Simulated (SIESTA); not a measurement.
## Ge under changes of volume

One of the cells (19.999 Å³/atom); the others are scaled copies at fixed shape and fractional positions:

```
Ge
1.0
     1.40640   -2.61774    0.00000
     1.40640    2.61774    0.00000
     0.00000    0.00000    2.71610
Ge
1
Direct
  0.50000 0.50000 0.00000
```

This isn't the form of Ge at room conditions, which is diamond.

```yaml
Program: SIESTA 5.4.2
Functional: PBEsol
Potentials_or_basis: PseudoDojo 0.4 standard (PBEsol files)
Basis: DZP (energy shift 0.003 Ry; two zetas on semicore shells)
Grid_cutoff: 800 Ry
Energy_shift: 0.003 Ry
k_mesh: 11 × 11 × 10
Occupations: fermi-dirac, width 0.05 eV
Spin: no spin polarisation
```

```csv
volume (Å³/atom),energy over the lowest point (meV/atom),pressure (GPa)
18.431,2.15,1.7
18.823,0.00,0.1
19.215,?,?
19.999,13.76,-3.6
20.391,23.71,-4.5
20.783,36.04,-5.5
```

Question: What does the run at 19.215 Å³/atom give?

Answer: Energy over the lowest point 1.34 meV/atom; pressure -1.2 GPa.

Worked out: A Birch-Murnaghan fit of order 3 (a polynomial in V^(-2/3)) to the other rows has its minimum at 18.85 Å³/atom with B0 = V·E''(V) = 70 GPa and B' = 4.8 at fixed shape and positions, which overstates the stiffness. It gives 1.50 meV/atom at 19.215 Å³/atom, against the run's 1.34, and -dE/dV = -1.3 GPa, against -1.2.

Energies are extrapolated to zero smearing.

Caveats: the basis of atomic orbitals isn't converged, which shifts pressures, moduli and gaps.
